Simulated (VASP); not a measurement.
A run of VASP 6.6.1:

File INCAR:

```
PREC     = Accurate       # precision mode
ENCUT    = 600            # plane-wave cutoff, eV
EDIFF    = 1E-6           # SCF threshold, eV
ISMEAR   = 0              # smearing method
SIGMA    = 0.03           # smearing width, eV
LREAL    = F              # projectors in reciprocal space
LASPH    = T              # aspherical terms in the spheres
NELM     = 80             # most SCF steps
ALGO     = Normal         # electronic algorithm
ISIF     = 3              # what is computed and relaxed
LWAVE    = F              # write WAVECAR
LCHARG   = F              # write CHGCAR
GGA      = CA             # functional
IBRION   = 2              # ionic algorithm
NSW      = 90             # ionic steps
EDIFFG   = -0.01          # ionic threshold
KPAR     = 2
```

Contents of KPOINTS:

```
Automatic mesh
0
Gamma
  8 8 10
```

POSCAR

```
SiO2
1.0
    4.1773000000      0.0000000000      0.0000000000
    0.0000000000      4.1773000000      0.0000000000
    0.0000000000      0.0000000000      2.6652000000
Si O
2 4
Direct
    0.0000000000      0.0000000000      0.0000000000
    0.5000000000      0.5000000000      0.5000000000
    0.3059000000      0.3059000000      0.0000000000
    0.1941000000      0.8059000000      0.5000000000
    0.6941000000      0.6941000000      0.0000000000
    0.8059000000      0.1941000000      0.5000000000
```

Potentials or basis: VASP PAW LDA potentials, release 64 (Si, O).

Run with:

```console
$ cat potpaw_LDA.64/Si/POTCAR potpaw_LDA.64/O/POTCAR > POTCAR
$ mpirun -np 2 vasp_std > vasp.out
```

Hardware: 2 MPI ranks on Intel(R) Xeon(R) Platinum 8488C (Sapphire Rapids), on a shared host.

Task: Estimate the wall time of this run.

Result: It took 53 s on 2 MPI ranks on Intel(R) Xeon(R) Platinum 8488C (Sapphire Rapids), on a shared host, peak memory 0.19 GiB a rank. Counts: scf iterations 30, k points 90, ion steps 4.
